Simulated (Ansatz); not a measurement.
A (100) slab of HgTe (F-43m (No. 216)), 8 planes, outer planes Hg (top) and Te (bottom), with 8 atoms (Hg4Te4) in a surface cell of A = 21.202 Å², as cut from the bulk:

```yaml
crystal:
  lattice:
    - [4.60452, 0.00000, 0.00000]
    - [0.00000, 4.60452, 0.00000]
    - [0.00000, 0.00000, 26.39560]
  atoms:
    - { symbol: Te, position: [0.00000, 0.50000, 0.28414] }
    - { symbol: Hg, position: [0.50000, 0.50000, 0.34581] }
    - { symbol: Te, position: [0.50000, 0.00000, 0.40749] }
    - { symbol: Hg, position: [0.00000, 0.00000, 0.46916] }
    - { symbol: Te, position: [0.00000, 0.50000, 0.53084] }
    - { symbol: Hg, position: [0.50000, 0.50000, 0.59251] }
    - { symbol: Te, position: [0.50000, 0.00000, 0.65419] }
    - { symbol: Hg, position: [0.00000, 0.00000, 0.71586] }
```

Computed with DFT PBEsol, scalar-relativistic, plane waves, PAW (Ansatz). Plane waves to 420 eV, a k mesh through Γ of 8×8×1 on the computed 8-atom cell and Gaussian smearing (0.10 eV); no spin polarisation. A dipole correction removes the field between periodic images along c.

Against the same 8 atoms in the bulk, the slab as cut lies 2.306 eV higher and the relaxed slab 2.240 eV higher.

Problem. Work out the surface energy before and after relaxation.

Solution. The slab has two faces, so γ = (E_slab − N·E_bulk)/(2A), the mean of both. As cut: 2.306/(2 × 21.202) = 0.0544 eV/Å², and 1 eV/Å² = 16.02 J/m², so γ = 0.87 J/m². Relaxed: 2.240/(2 × 21.202) = 0.0528 eV/Å² = 0.85 J/m². Relaxation recovers 3 % of the cost of cutting.

Problem. What is the ideal work of this cut, per area?

Solution. Griffith's ideal work is 2γ: 1.74 J/m² if the new faces stay rigid, 1.69 J/m² if they relax. One thickness was run, 8 planes, so γ can still shift with it.